# Counting states in fcc tantalum

Tantalum brings five valence electrons to the metal. Most of them sit in a band region that begins about 4.5 eV below the Fermi level, the energy up to which states are filled. Five electrons spread over 4.5 eV make roughly **one state per eV and atom**, and that is the size of the density of states over the whole d region. Below it lies a thin foot, some 3.5 eV long, where the density is mostly less than a fifth of this.

Density of states of fcc tantalum (a = 4.223 Å), calculated with Ansatz 0.2.0 using PBE, scalar-relativistic PAW, no spin polarisation, a 420 eV cutoff and an 18×18×18 k mesh with 0.1 eV Gaussian smearing. Densities are from tetrahedra on a 27×27×27 mesh, averaged over 0.2 eV bins; energies count from the Fermi level, and the 5d and 6s parts are Löwdin projections.

| energy (eV) | density of states total (states/eV/cell) | DOS Ta 5d (states/eV/cell) | DOS Ta 6s (states/eV/cell) |
| --- | --- | --- | --- |
| -7.95 | 0.02 | 0 | 0.0200 |
| -7.55 | 0.05 | 0 | 0.0500 |
| -7.15 | 0.07 | 0 | 0.0600 |
| -6.75 | 0.09 | 0 | 0.0800 |
| -6.35 | 0.12 | 0.01 | 0.1000 |
| -5.95 | 0.14 | 0.01 | 0.1200 |
| -5.55 | 0.18 | 0.03 | 0.1400 |
| -5.15 | 0.22 | 0.05 | 0.1600 |
| -4.75 | 0.33 | 0.12 | 0.1900 |
| -4.35 | 0.6 | 0.34 | 0.2300 |
| -3.95 | 0.79 | 0.55 | 0.2200 |
| -3.55 | 0.79 | 0.6 | 0.1700 |
| -3.15 | 0.9 | 0.77 | 0.1100 |
| -2.75 | 1 | 0.91 | 0.0700 |
| -2.35 | 0.71 | 0.68 | 0.0200 |
| -1.95 | 1.29 | 1.22 | 0.0300 |
| -1.55 | 0.88 | 0.83 | 0.0200 |
| -1.15 | 1.15 | 1.05 | 0.0500 |
| -0.75 | 1.35 | 1.17 | 0.1000 |
| -0.35 | 1.52 | 1.31 | 0.1100 |
| 0.05 | 1.17 | 0.99 | 0.0900 |
| 0.45 | 1.08 | 0.9 | 0.0800 |
| 0.85 | 1.4 | 1.33 | 0.0400 |
| 1.25 | 0.83 | 0.78 | 0.0200 |
| 1.65 | 0.8 | 0.75 | 0.0200 |
| 2.05 | 0.87 | 0.8 | 0.0300 |
| 2.45 | 1.06 | 0.98 | 0.0300 |
| 2.85 | 0.78 | 0.73 | 0.0200 |
| 3.25 | 0.63 | 0.59 | 0.0200 |
| 3.65 | 0.72 | 0.68 | 0.0200 |
| 4.05 | 0.7 | 0.66 | 0.0200 |
| 4.45 | 0.75 | 0.69 | 0.0200 |
| 4.85 | 0.87 | 0.8 | 0.0300 |
| 5.25 | 1.21 | 1.12 | 0.0500 |
| 5.65 | 1.21 | 1.12 | 0.0400 |

The energy is counted from the Fermi level, and "density of states total" gives the number of electron states per eV in a cell of one atom, both spins included. The columns "DOS Ta 5d" and "DOS Ta 6s" tell how much of it has the character of these atomic shells. They are projections and needn't add up to the total, so they serve here to name the regions, not to share out electrons exactly. Only every second bin is listed, so the sharpest peaks and dips may be missing, and sums over the rows are approximate.

## The picture

A 6s orbital is wide and overlaps strongly with its neighbours. Its band therefore runs steeply through energy, and a steep band leaves few states in each eV. The 5d orbitals are more compact, so their bands are flatter, and there are five of them, with room for ten electrons. Many flat bands in a limited range give a high density.

The columns show where one region passes into the other. In each row up to -4.75 eV the 6s part exceeds the 5d part. At -4.35 eV the 5d part has overtaken it, and the total has risen from 0.33 to 0.60. The border is put halfway between these two rows, at -4.55 eV.

The estimate thus has two pieces: a foot that grows as a single parabolic band does, and above it a flat box. Electron counting fixes the height of the box.

## The foot, worked at -7.15 eV

In a parabolic band the energy grows as the square of the wave number $k$. The number of states below a given energy grows as $k^3$, hence as the energy to the power 3/2, and the density of states $g$ as its square root:

$$g(E)=A\sqrt{E-E_0},\qquad A=\frac{V}{2\pi^2}\left(\frac{2m^*}{\hbar^2}\right)^{3/2}.$$

Here $E_0$ is the bottom of the band, $V$ the volume of an atom and $m^*$ the band mass, which says how slowly the energy rises with $k$. For a free electron and 18.8 Å³, $A$ is 0.128 in states per eV$^{3/2}$.

The band mass comes from the calculated band energies, not from the densities in the table. The lowest band starts at -8.11 eV. One seventh of the way to the zone-boundary point X it has risen by 0.27 eV, where a free electron would have gained only 0.17 eV. (That this path leads to X is read from the pattern of equal levels along it.) The mass is therefore $0.17/0.27\approx0.63$ of the free one, and $A$ drops by the factor $0.63^{3/2}\approx0.5$ to 0.065.

The row at -7.15 eV lies 0.96 eV above the bottom, and the estimate is

$$g\approx0.065\times\sqrt{0.96}\approx0.064 .$$

The table has 0.07. The estimate is about 9 % below that value, a gap smaller than one step of the table's second decimal.

Theory gives a reason for the light mass. Levels that mix with a band as $k$ grows push it away from themselves: those above hold it down and make it heavier, those below drive it up and make it lighter. Beneath the lowest valence band there are only core levels, and those of p type are the ones that can mix with an s state at the band bottom. The lightness must then come from them, though the numbers here don't separate their effect.

## The box, worked at 0.05 eV

Integrating the square root from the bottom to the border gives the electrons in the foot:

$$n_\text{foot}=\tfrac23\times0.065\times(3.56)^{3/2}\approx0.29 .$$

The other 4.71 electrons must fit between the border and the Fermi level, so the height $h$ of the box is

$$h=\frac{5-0.29}{4.55}\approx1.04\ \text{states per eV}.$$

At 0.05 eV, practically at the Fermi level, the table has 1.17. The estimate is 12 % below it. Neither this density nor the one at -7.15 eV was used to set a constant of the rule.

For practical purposes this is the row that counts, because only electrons close to the Fermi level can take up heat or answer a small voltage. At room temperature the thermal energy is about 0.025 eV. With one state per eV, only a few hundredths of an electron per atom take part. That is why the electrons of such a metal add so little to its heat capacity at room temperature.

## How good the box is

The average over the filled part of the d region is no real test. It comes out at 1.00, but the electron count had already tied it down. The empty side is a fairer judge, since no electron was counted there. Its rows average 0.94, and the box is 10 % too high.

A second count supports the height from the other end. The five d bands hold ten states, and at X the uppermost d level lies at 6.45 eV, which makes the region 11 eV wide. Ten states over 11 eV give 0.91 per eV. The upper edge is soft, since one branch climbs beyond 7 eV away from X, and the region also holds some s and p states that the ten leave out. So this is a check of size and not a better value.

Single rows are another matter. Of the 26 rows in the d region the box meets 14 within 25 % of the table's value. The worst overestimate, by 73 %, is at the border itself, where the real density is still climbing. The worst underestimate, by 32 %, is at the peak row at -0.35 eV.

These ups and downs are the normal signature of a crystal. Wherever a band runs level for a stretch, many states crowd into a narrow range of energy; between such stretches the density sinks. Where this happens depends on how the atoms are arranged, and a count of electrons knows nothing of the arrangement. The calculation also leaves out spin-orbit coupling, which in tantalum can shift levels by tenths of an eV, so the finer wiggles shouldn't be taken literally.

Averaging over a couple of eV doesn't always cure the problem. Between 2.85 and 4.45 eV there is a broad valley with a mean of 0.72, and the box is too high there by almost half. A rounded hill, half an ellipse that holds the ten d states, does no better. Its typical error over the d region is 0.28 states per eV against 0.26 for the box, and it sinks towards the upper edge just where the table rises again to 1.21.

## Where the foot rule ends

The square root holds near the bottom and then falls behind. In the first row, at -7.95 eV, it is 28 % too high, but the table's value there has only one figure, and rounding can account for most of the gap. From -7.55 to -6.75 eV it stays within 16 % of the table. At -5.15 eV it gives only half the calculated density, and in the last row before the border little more than a third.

The band structure shows what goes wrong. If the lowest band kept to its first parabola, it would reach X at about +5 eV; in fact it arrives there at -4.4 eV. It has been bent nearly flat, and a flatter band packs more states into each eV. Meanwhile the 5d part has grown from nothing at -6.75 eV to about a third of the total at -4.75 eV.

This is what s–d hybridisation does. Where the rising s band approaches d levels of matching symmetry, the two mix and avoid crossing, and the lower branch turns level and takes on d character. The edge of the Brillouin zone would bend even a band without d levels, so the whole drop at X can't be credited to the mixing. The growing 5d part, however, shows that the mixing is there.

The free-electron mass makes a tempting shortcut, and one row even seems to recommend it. At -5.15 eV it gives 0.22, just as the table does. At -7.55 eV, where the band really is a parabola, it gives almost twice the table's density. Two errors cancel at the first energy: the mass is too heavy for the start of the band, and the later flattening is left out.

Fortunately the box hardly feels the weakness of the foot. By the table the foot holds about 0.49 electrons instead of 0.29. Putting that into the count changes the height from 1.04 to $(5-0.49)/4.55\approx0.99$, a shift of 4 %. Nearly all the electrons are in the d region, so an error in the small part barely touches the large one.

## Carrying the argument further

The rule needs the number of valence electrons, the volume, the band mass and two energies: the bottom of the foot and the border of the d region. The bottom can be read off a band diagram of the metal. The border was set here by the 5d and 6s columns; in the diagram it shows roughly as the energy where the lowest band turns level. The rule is meant for the range from the bottom of the band to the last row at 5.65 eV, where the d states haven't yet run out. It has been tested only on the fcc arrangement, which was imposed here, whereas tantalum is normally bcc. Another arrangement moves peaks and valleys, and the value at the Fermi level moves with them.

The reasoning behind the box shows which way things should go when the metal is changed a little. If the atoms are drawn apart, the d orbitals overlap less and their bands become narrower; the same ten states then stand in a smaller range, and the density rises. If the bands keep their shape and one more electron is added per atom, the Fermi level has to climb by about 1 eV to make room for it. Whether the density there goes up or down depends on the next peak or valley, and for that one needs the real curve. In the table it falls from 1.40 at 0.85 eV to 0.83 at 1.25 eV, so the answer hangs on where exactly the Fermi level stops.
